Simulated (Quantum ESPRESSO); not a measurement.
# As (Pm-3m) in Quantum ESPRESSO: a series of runs

The runs below take As through single point, equation of state, with LDA.

Everything below comes from runs of Quantum ESPRESSO 7.5. Logs are shortened: lines on timing, memory, paths and dates and some standing lists are left out, and cuts for length are marked.

### Step 1. The structure

The structure is cubic, space group Pm-3m (No. 221). The conventional cell has a = 2.704 Å, b = 2.704 Å, c = 2.704 Å, α = 90.00°, β = 90.00°, γ = 90.00°. Around As (site symmetry m-3m) lie 6 As at 2.70 Å.

This isn't the form of As at room conditions, which is rhombohedral.

### Step 2. Single point, LDA, 18.58 Å³/atom

pw.in

```
&CONTROL
  calculation = 'scf'
  prefix = 'pwscf'
  outdir = './tmp'
  pseudo_dir = './pseudo'
  tstress = .true.
  disk_io = 'nowf'
/
&SYSTEM
  ibrav = 0
  nat = 1
  ntyp = 1
  ecutwfc = 45
  ecutrho = 360
  nbnd = 7
  occupations = 'smearing'
  smearing = 'fd'
  degauss = 0.00367493
/
&ELECTRONS
  conv_thr = 2d-10
  electron_maxstep = 120
  mixing_beta = 0.5
/
ATOMIC_SPECIES
As    74.9216 as_lda_v1.uspp.F.UPF
CELL_PARAMETERS angstrom
   2.6484890792    0.0000000000    0.0000000000
   0.0000000000    2.6484890792    0.0000000000
   0.0000000000    0.0000000000    2.6484890792
ATOMIC_POSITIONS crystal
As     0.5000000000    0.5000000000    0.5000000000
K_POINTS automatic
10 10 10 0 0 0
```

Potentials or basis: GBRV 1.5 LDA.

Launch:

```sh
$ OMP_NUM_THREADS=1 mpirun -n 2 pw.x -nk 2 -in pw.in > pw.out
```

pw.out:

```text
This program is part of the open-source Quantum ESPRESSO suite
     for quantum simulation of materials; please cite
[... 13 lines left out ...]
     --------------------
     sticks:   dense  smooth     PW     G-vecs:    dense   smooth      PW
     Sum         717     357    121                14411     5137    1021

     Using Slab Decomposition

     bravais-lattice index     =            0
     lattice parameter (alat)  =       5.0049  a.u.
     unit-cell volume          =     125.3693 (a.u.)^3
     number of atoms/cell      =            1
     number of atomic types    =            1
     number of electrons       =         5.00
     number of Kohn-Sham states=            7
     kinetic-energy cutoff     =      45.0000  Ry
     charge density cutoff     =     360.0000  Ry
     scf convergence threshold =      2.0E-10
     mixing beta               =       0.5000
     number of iterations used =            8  plain     mixing
     Exchange-correlation= SLA  PZ   NOGX NOGC
                           (   1   1   0   0   0   0   0)

     celldm(1)=   5.004919  celldm(2)=   0.000000  celldm(3)=   0.000000
     celldm(4)=   0.000000  celldm(5)=   0.000000  celldm(6)=   0.000000

     crystal axes: (cart. coord. in units of alat)
               a(1) = (   1.000000   0.000000   0.000000 )
               a(2) = (   0.000000   1.000000   0.000000 )
               a(3) = (   0.000000   0.000000   1.000000 )

     reciprocal axes: (cart. coord. in units 2 pi/alat)
               b(1) = (  1.000000  0.000000  0.000000 )
               b(2) = (  0.000000  1.000000  0.000000 )
               b(3) = (  0.000000  0.000000  1.000000 )

     PseudoPot. # 1 for As read from file:
     as_lda_v1.uspp.F.UPF
     Pseudo is Ultrasoft + core correction, Zval =  5.0
     Generated by new atomic code, or converted to UPF format
     Using radial grid of  875 points,  6 beta functions with:
                l(1) =   0
                l(2) =   0
                l(3) =   1
                l(4) =   1
                l(5) =   2
                l(6) =   2
     Q(r) pseudized with  8 coefficients,  rinner =    1.300   1.300   1.300
                                                       1.300   1.300

     atomic species   valence    mass     pseudopotential
     As                5.00    74.92160     As( 1.00)

     48 Sym. Ops., with inversion, found

   Cartesian axes

     site n.     atom                  positions (alat units)
         1        As     tau(   1) = (   0.5000000   0.5000000   0.5000000  )

     number of k points=    56  Fermi-Dirac smearing, width (Ry)=  0.0037
                       cart. coord. in units 2pi/alat
        k(    1) = (   0.0000000   0.0000000   0.0000000), wk =   0.0020000
        k(    2) = (   0.0000000   0.0000000   0.1000000), wk =   0.0120000
        k(    3) = (   0.0000000   0.0000000   0.2000000), wk =   0.0120000
        k(    4) = (   0.0000000   0.0000000   0.3000000), wk =   0.0120000
        k(    5) = (   0.0000000   0.0000000   0.4000000), wk =   0.0120000
        k(    6) = (   0.0000000   0.0000000  -0.5000000), wk =   0.0060000
[... 48 lines left out ...]
        k(   55) = (   0.4000000  -0.5000000  -0.5000000), wk =   0.0120000
        k(   56) = (  -0.5000000  -0.5000000  -0.5000000), wk =   0.0020000

     Dense  grid:    14411 G-vectors     FFT dimensions: (  32,  32,  32)

     Smooth grid:     5137 G-vectors     FFT dimensions: (  24,  24,  24)

     Initial potential from superposition of free atoms

     starting charge       4.9998, renormalised to       5.0000
     Starting wfcs are    4 randomized atomic wfcs +    3 random wfcs

     Self-consistent Calculation

     iteration #  1     ecut=    45.00 Ry     beta= 0.50
     Davidson diagonalization with overlap
     ethr =  1.00E-02,  avg # of iterations =  6.0

     Threshold (ethr) on eigenvalues was too large:
     Diagonalizing with lowered threshold

     Davidson diagonalization with overlap
     ethr =  5.91E-05,  avg # of iterations =  5.0

     total energy              =     -39.80103337 Ry
     estimated scf accuracy    <       0.00294358 Ry

     iteration #  2     ecut=    45.00 Ry     beta= 0.50
     Davidson diagonalization with overlap
     ethr =  5.89E-05,  avg # of iterations =  1.0

     total energy              =     -39.80099512 Ry
     estimated scf accuracy    <       0.00069939 Ry

     iteration #  3     ecut=    45.00 Ry     beta= 0.50
     Davidson diagonalization with overlap
     ethr =  1.40E-05,  avg # of iterations =  1.2

     total energy              =     -39.80101601 Ry
     estimated scf accuracy    <       0.00000028 Ry

     iteration #  4     ecut=    45.00 Ry     beta= 0.50
     Davidson diagonalization with overlap
     ethr =  5.61E-09,  avg # of iterations =  8.4

     total energy              =     -39.80103228 Ry
     estimated scf accuracy    <       0.00000002 Ry

     iteration #  5     ecut=    45.00 Ry     beta= 0.50
     Davidson diagonalization with overlap
     ethr =  4.10E-10,  avg # of iterations =  3.4

     total energy              =     -39.80103229 Ry
     estimated scf accuracy    <          1.3E-09 Ry

     iteration #  6     ecut=    45.00 Ry     beta= 0.50
     Davidson diagonalization with overlap
     ethr =  2.69E-11,  avg # of iterations =  3.7

     End of self-consistent calculation

          k = 0.0000 0.0000 0.0000 (   619 PWs)   bands (ev):

    -6.7451  13.2271  13.2271  13.2271  17.5893  17.5893  19.7902

          k = 0.0000 0.0000 0.1000 (   639 PWs)   bands (ev):

    -6.5502  11.0184  13.3992  13.3993  17.7690  18.9377  21.1834

          k = 0.0000 0.0000 0.2000 (   655 PWs)   bands (ev):

    -5.9749   7.7681  13.8925  13.8926  18.2956  19.8106  24.9958

          k = 0.0000 0.0000 0.3000 (   647 PWs)   bands (ev):

    -5.0619   4.8070  14.6202  14.6203  19.1146  20.8250  26.8951

          k = 0.0000 0.0000 0.4000 (   630 PWs)   bands (ev):

    -3.9728   2.4600  15.3660  15.3660  20.0455  22.1672  24.9310

          k = 0.0000 0.0000-0.5000 (   642 PWs)   bands (ev):

    -3.3436   1.4078  15.7129  15.7129  20.5395  23.4653  24.1752

          k = 0.0000 0.1000 0.1000 (   639 PWs)   bands (ev):

    -6.3553  11.0039  11.4090  13.5711  18.4999  20.5837  21.6549

          k = 0.0000 0.1000 0.2000 (   650 PWs)   bands (ev):

    -5.7800   7.9435  11.7487  14.0636  19.1208  21.5683  24.8187

          k = 0.0000 0.1000 0.3000 (   644 PWs)   bands (ev):

    -4.8669   4.9902  12.5311  14.7899  19.9933  21.9326  24.4931

          k = 0.0000 0.1000 0.4000 (   639 PWs)   bands (ev):

    -3.7772   2.6452  13.3771  15.5335  20.7883  21.3442  24.4337

          k = 0.0000 0.1000-0.5000 (   640 PWs)   bands (ev):

    -3.1473   1.5929  13.7951  15.8792  20.3391  21.7615  24.3591

          k = 0.0000 0.2000 0.2000 (   645 PWs)   bands (ev):

    -5.2045   8.1828   8.8216  14.5536  19.7225  22.6293  25.6949

          k = 0.0000 0.2000 0.3000 (   644 PWs)   bands (ev):

    -4.2907   5.5174   9.3557  15.2749  19.5551  21.2571  26.9377

          k = 0.0000 0.2000 0.4000 (   641 PWs)   bands (ev):

    -3.1984   3.1834  10.2478  16.0116  17.7757  22.1794  25.6431

          k = 0.0000 0.2000-0.5000 (   636 PWs)   bands (ev):

    -2.5651   2.1305  10.7059  16.3531  16.9531  22.9723  24.8995

          k = 0.0000 0.3000 0.3000 (   638 PWs)   bands (ev):

    -3.3740   6.0424   6.7210  15.9867  17.0261  22.0012  28.0471

          k = 0.0000 0.3000 0.4000 (   637 PWs)   bands (ev):

    -2.2736   4.0019   7.3313  14.9360  16.7098  23.2059  26.4672

          k = 0.0000 0.3000-0.5000 (   638 PWs)   bands (ev):

    -1.6301   2.9489   7.7902  14.0677  17.0430  24.0960  25.7436

          k = 0.0000 0.4000 0.4000 (   640 PWs)   bands (ev):

    -1.1510   4.7284   5.1508  12.8016  17.4130  24.4760  27.2535

          k = 0.0000 0.4000-0.5000 (   640 PWs)   bands (ev):

    -0.4797   3.8398   5.4094  11.9314  17.7340  25.4193  26.7170

          k = 0.0000-0.5000-0.5000 (   656 PWs)   bands (ev):

     0.2280   4.2862   4.2862  11.0693  18.0477  26.4480  27.2409

          k = 0.1000 0.1000 0.1000 (   654 PWs)   bands (ev):

    -6.1604  11.1792  11.1792  11.8317  20.7581  20.7582  21.9888

          k = 0.1000 0.1000 0.2000 (   656 PWs)   bands (ev):

    -5.5851   8.1185  11.6841  12.1989  21.2642  21.9165  24.7847

          k = 0.1000 0.1000 0.3000 (   646 PWs)   bands (ev):

    -4.6719   5.1730  12.4383  13.0136  21.8520  22.0181  24.2310

          k = 0.1000 0.1000 0.4000 (   636 PWs)   bands (ev):

    -3.5816   2.8302  13.2290  13.9266  20.7184  22.0376  23.0403

          k = 0.1000 0.1000-0.5000 (   632 PWs)   bands (ev):

    -2.9509   1.7778  13.6066  14.3989  20.0250  21.3124  23.4066

          k = 0.1000 0.2000 0.2000 (   644 PWs)   bands (ev):

    -5.0096   8.3595   8.9853  12.5000  21.7795  23.0269  25.8168

          k = 0.1000 0.2000 0.3000 (   642 PWs)   bands (ev):

    -4.0956   5.6988   9.5205  13.2844  19.9879  22.9311  24.7161

          k = 0.1000 0.2000 0.4000 (   634 PWs)   bands (ev):

    -3.0028   3.3674  10.4017  14.1496  17.9836  22.0592  24.5631

          k = 0.1000 0.2000-0.5000 (   636 PWs)   bands (ev):

    -2.3687   2.3145  10.8505  14.5994  17.1111  21.3582  24.9851

          k = 0.1000 0.3000 0.3000 (   632 PWs)   bands (ev):

    -3.1789   6.2197   6.9015  14.0424  17.2916  23.4596  25.4821

          k = 0.1000 0.3000 0.4000 (   637 PWs)   bands (ev):

    -2.0779   4.1839   7.5062  14.7628  15.2897  22.8698  25.1683

          k = 0.1000 0.3000-0.5000 (   636 PWs)   bands (ev):

    -1.4334   3.1312   7.9613  14.2540  15.3330  22.2091  25.5487

          k = 0.1000 0.4000 0.4000 (   639 PWs)   bands (ev):

    -0.9544   4.9059   5.3324  12.9878  15.7356  23.6610  24.2556

          k = 0.1000 0.4000-0.5000 (   634 PWs)   bands (ev):

    -0.2818   4.0193   5.5869  12.1262  16.1171  23.2500  24.5116

          k = 0.1000-0.5000-0.5000 (   644 PWs)   bands (ev):

     0.4277   4.4637   4.4637  11.2674  16.4933  23.8443  23.8443

          k = 0.2000 0.2000 0.2000 (   651 PWs)   bands (ev):

    -4.4340   8.8691   8.8691   9.9849  22.1989  24.0873  24.0873

          k = 0.2000 0.2000 0.3000 (   636 PWs)   bands (ev):

    -3.5193   6.2196   9.6322  10.5711  20.1361  21.2952  24.4451

          k = 0.2000 0.2000 0.4000 (   635 PWs)   bands (ev):

    -2.4238   3.9013  10.4359  11.5626  18.0669  19.2562  25.3339

          k = 0.2000 0.2000-0.5000 (   642 PWs)   bands (ev):

    -1.7861   2.8483  10.8217  12.1192  17.1352  18.4576  25.8305

          k = 0.2000 0.3000 0.3000 (   630 PWs)   bands (ev):

    -2.6018   6.7307   7.4035  11.0007  17.8243  21.3615  22.0843

          k = 0.2000 0.3000 0.4000 (   637 PWs)   bands (ev):

    -1.4980   4.7109   7.9945  11.9003  15.7025  19.6325  22.7238

          k = 0.2000 0.3000-0.5000 (   636 PWs)   bands (ev):

    -0.8495   3.6591   8.4331  12.3988  14.7864  18.8086  23.2530

          k = 0.2000 0.4000 0.4000 (   632 PWs)   bands (ev):

    -0.3710   5.4172   5.8571  12.7142  13.6240  20.4779  20.8485

          k = 0.2000 0.4000-0.5000 (   638 PWs)   bands (ev):

     0.3071   4.5377   6.0979  12.7015  13.2059  19.8299  21.2474

          k = 0.2000-0.5000-0.5000 (   636 PWs)   bands (ev):

     1.0245   4.9751   4.9751  11.8553  13.6190  20.4350  20.4350

          k = 0.3000 0.3000 0.3000 (   630 PWs)   bands (ev):

    -1.6814   7.4952   7.4952   8.8758  18.0249  19.2471  19.2471

          k = 0.3000 0.3000 0.4000 (   642 PWs)   bands (ev):

    -0.5686   5.5053   8.2991   9.5311  16.1536  17.1984  19.9402

          k = 0.3000 0.3000-0.5000 (   644 PWs)   bands (ev):

     0.0919   4.4577   8.6844  10.0560  15.2210  16.3982  20.4915

          k = 0.3000 0.4000 0.4000 (   635 PWs)   bands (ev):

     0.5694   6.1814   6.6315   9.9270  14.4661  17.6570  18.0078

          k = 0.3000 0.4000-0.5000 (   638 PWs)   bands (ev):

     1.2633   5.3161   6.8512  10.3590  13.6130  16.9857  18.4242

          k = 0.3000-0.5000-0.5000 (   640 PWs)   bands (ev):

     2.0037   5.7389   5.7389  10.7437  12.8033  17.5938  17.5938

          k = 0.4000 0.4000 0.4000 (   642 PWs)   bands (ev):

     1.7390   6.9833   6.9833   8.0995  15.1230  15.9595  15.9595

          k = 0.4000 0.4000-0.5000 (   644 PWs)   bands (ev):

     2.4777   6.1409   7.3666   8.2514  14.4980  15.1607  16.3608

          k = 0.4000-0.5000-0.5000 (   648 PWs)   bands (ev):

     3.2859   6.5398   6.5398   8.2631  13.9886  15.5461  15.5461

          k =-0.5000-0.5000-0.5000 (   624 PWs)   bands (ev):

     4.2195   6.9222   6.9222   6.9222  14.7481  14.7481  14.7481

     the Fermi energy is     8.7947 ev

!    total energy              =     -39.80103229 Ry
     estimated scf accuracy    <          2.0E-11 Ry
     smearing contrib. (-TS)   =      -0.00018902 Ry
     internal energy E=F+TS    =     -39.80084327 Ry

     The total energy is F=E-TS. E is the sum of the following terms:
     one-electron contribution =       5.05299070 Ry
     hartree contribution      =       0.46762452 Ry
     xc contribution           =     -31.14891405 Ry
     ewald contribution        =     -14.17254444 Ry

     convergence has been achieved in   6 iterations

     Computing stress (Cartesian axis) and pressure

          total   stress  (Ry/bohr**3)                   (kbar)     P=       32.28
   0.00021946   0.00000000   0.00000000           32.28        0.00        0.00
   0.00000000   0.00021946   0.00000000            0.00       32.28        0.00
   0.00000000   0.00000000   0.00021946            0.00        0.00       32.28

=------------------------------------------------------------------------------=
   JOB DONE.
=------------------------------------------------------------------------------=
```

Run time: 2.2 s. Hardware: 2 MPI ranks of AMD EPYC 9R45 (Zen 5), shared host; peak memory 0.14 GiB.

What came out:

```
Free energy            : -541.5206 eV
Pressure               : 3.2 GPa
Band gap on the k mesh : none (metal or under the smearing width)
```

### Step 3. Single point, LDA, 18.97 Å³/atom

Changes to pw.in since step 2:

```diff
@@ -27,5 +27,5 @@
 CELL_PARAMETERS angstrom
-   2.6484890792    0.0000000000    0.0000000000
-   0.0000000000    2.6484890792    0.0000000000
-   0.0000000000    0.0000000000    2.6484890792
+   2.6671410253    0.0000000000    0.0000000000
+   0.0000000000    2.6671410253    0.0000000000
+   0.0000000000    0.0000000000    2.6671410253
 ATOMIC_POSITIONS crystal
```

Potentials or basis: GBRV 1.5 LDA.

Launch:

```sh
$ OMP_NUM_THREADS=1 mpirun -n 2 pw.x -nk 2 -in pw.in > pw.out
```

Wall time 2.2 s (2 MPI ranks of AMD EPYC 9R45 (Zen 5), shared host); peak memory 0.14 GiB.

Results (log left out):

```yaml
Free_energy: -541.5259 eV
Pressure: 1.0 GPa
Band_gap_on_the_k_mesh: none (metal or under the smearing width)
```

### Step 4. Single point, LDA, 19.37 Å³/atom

Changes to pw.in since step 3:

```diff
@@ -27,5 +27,5 @@
 CELL_PARAMETERS angstrom
-   2.6671410253    0.0000000000    0.0000000000
-   0.0000000000    2.6671410253    0.0000000000
-   0.0000000000    0.0000000000    2.6671410253
+   2.6855356826    0.0000000000    0.0000000000
+   0.0000000000    2.6855356826    0.0000000000
+   0.0000000000    0.0000000000    2.6855356826
 ATOMIC_POSITIONS crystal
```

Launch:

```sh
$ OMP_NUM_THREADS=1 mpirun -n 2 pw.x -nk 2 -in pw.in > pw.out
```

Run time: 2.2 s. Hardware: 2 MPI ranks of AMD EPYC 9R45 (Zen 5), shared host; peak memory 0.14 GiB.

It converged, with:

- Free energy: -541.5260 eV
- Pressure: -0.9 GPa
- Band gap on the k mesh: none (metal or under the smearing width)

### Step 5. Single point, LDA, 19.76 Å³/atom

Changes to pw.in since step 4:

```diff
@@ -27,5 +27,5 @@
 CELL_PARAMETERS angstrom
-   2.6855356826    0.0000000000    0.0000000000
-   0.0000000000    2.6855356826    0.0000000000
-   0.0000000000    0.0000000000    2.6855356826
+   2.7036817444    0.0000000000    0.0000000000
+   0.0000000000    2.7036817444    0.0000000000
+   0.0000000000    0.0000000000    2.7036817444
 ATOMIC_POSITIONS crystal
```

Launch:

```sh
$ OMP_NUM_THREADS=1 mpirun -n 2 pw.x -nk 2 -in pw.in > pw.out
```

It took 2.2 s on 2 MPI ranks of AMD EPYC 9R45 (Zen 5), shared host; peak memory 0.14 GiB.

The run converged. Its results:

```yaml
Free_energy: -541.5216 eV
Pressure: -2.7 GPa
Band_gap_on_the_k_mesh: none (metal or under the smearing width)
```

### Step 6. Single point, LDA, 20.16 Å³/atom

Changes to pw.in since step 5:

```diff
@@ -27,5 +27,5 @@
 CELL_PARAMETERS angstrom
-   2.7036817444    0.0000000000    0.0000000000
-   0.0000000000    2.7036817444    0.0000000000
-   0.0000000000    0.0000000000    2.7036817444
+   2.7215874433    0.0000000000    0.0000000000
+   0.0000000000    2.7215874433    0.0000000000
+   0.0000000000    0.0000000000    2.7215874433
 ATOMIC_POSITIONS crystal
```

Potentials or basis: GBRV 1.5 LDA.

Launch:

```sh
$ OMP_NUM_THREADS=1 mpirun -n 2 pw.x -nk 2 -in pw.in > pw.out
```

Run time: 2.3 s. Hardware: 2 MPI ranks of AMD EPYC 9R45 (Zen 5), shared host; peak memory 0.16 GiB.

Results (log left out):

- Free energy: -541.5130 eV
- Pressure: -4.3 GPa
- Band gap on the k mesh: none (metal or under the smearing width)

### Step 7. Single point, LDA, 20.55 Å³/atom

Changes to pw.in since step 6:

```diff
@@ -27,5 +27,5 @@
 CELL_PARAMETERS angstrom
-   2.7215874433    0.0000000000    0.0000000000
-   0.0000000000    2.7215874433    0.0000000000
-   0.0000000000    0.0000000000    2.7215874433
+   2.7392605843    0.0000000000    0.0000000000
+   0.0000000000    2.7392605843    0.0000000000
+   0.0000000000    0.0000000000    2.7392605843
 ATOMIC_POSITIONS crystal
```

Launch:

```sh
$ OMP_NUM_THREADS=1 mpirun -n 2 pw.x -nk 2 -in pw.in > pw.out
```

Run time: 2.3 s. Hardware: 2 MPI ranks of AMD EPYC 9R45 (Zen 5), shared host; peak memory 0.16 GiB.

Results (log left out):

```
Free energy            : -541.5007 eV
Pressure               : -5.7 GPa
Band gap on the k mesh : none (metal or under the smearing width)
```

### Step 8. Single point, LDA, 20.95 Å³/atom

Changes to pw.in since step 7:

```diff
@@ -27,5 +27,5 @@
 CELL_PARAMETERS angstrom
-   2.7392605843    0.0000000000    0.0000000000
-   0.0000000000    2.7392605843    0.0000000000
-   0.0000000000    0.0000000000    2.7392605843
+   2.7567085743    0.0000000000    0.0000000000
+   0.0000000000    2.7567085743    0.0000000000
+   0.0000000000    0.0000000000    2.7567085743
 ATOMIC_POSITIONS crystal
```

Launch:

```sh
$ OMP_NUM_THREADS=1 mpirun -n 2 pw.x -nk 2 -in pw.in > pw.out
```

Wall time 2.3 s (2 MPI ranks of AMD EPYC 9R45 (Zen 5), shared host); peak memory 0.16 GiB.

It converged, with:

| Property | Result |
| --- | --- |
| Free energy | -541.4850 eV |
| Pressure | -7.0 GPa |
| Band gap on the k mesh | none (metal or under the smearing width) |

### Step 9. Equation of state, LDA

Potentials or basis: GBRV 1.5 LDA.

This step only gathers the single runs of the series.

What came out:

```
Equilibrium volume                      : 19.18 Å³/atom
Bulk modulus                            : 95 GPa
Pressure derivative of the bulk modulus : 3.9
```

Energy against volume, from the lowest point:
| volume (Å³/atom) | energy (meV/atom) |
| --- | --- |
| 18.578 | 5.38 |
| 18.973 | 0.12 |
| 19.368 | 0.00 |
| 19.764 | 4.41 |
| 20.159 | 12.98 |
| 20.554 | 25.34 |
| 20.949 | 41.05 |
